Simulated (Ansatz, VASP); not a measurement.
**CaS in VASP and in Ansatz**

```
Ca S
1.0
     0.00000    2.81719    2.81719
     2.81719    0.00000    2.81719
     2.81719    2.81719    0.00000
Ca S
1 1
Direct
  0.00000 0.00000 0.00000
  0.50000 0.50000 0.50000
```

Alike in both runs: functional PBEsol; k mesh 8 × 8 × 8; occupations gaussian, width 0.02 eV; no spin polarisation.

Ansatz relaxed the structure, and its values are those at the end. VASP's run is a single point on that final structure, the one shown.

```csv
,VASP,Ansatz
version,VASP 6.6.1,Ansatz 0.2.0
potentials or method,"VASP PAW PBE potentials, release 64 (Ca_sv, S)","scalar-relativistic, plane waves, PAW"
plane-wave cutoff (eV),520,420
valence electrons in the cell,16,16
```

|  | VASP | Ansatz | Ansatz less VASP |
| --- | --- | --- | --- |
| gap on the k mesh at the Fermi level (eV) | 2.15 | 2.16 | +0.006 |
| least direct gap on the mesh (eV) | 3.00 | 3.00 | +0.005 |
| pressure (GPa) | 0.2 | 0.0 | -0.20 |

Caveats: the PAW data sets were made with another functional, which shifts forces and pressure a little (VASP). A k mesh can miss the band edges.
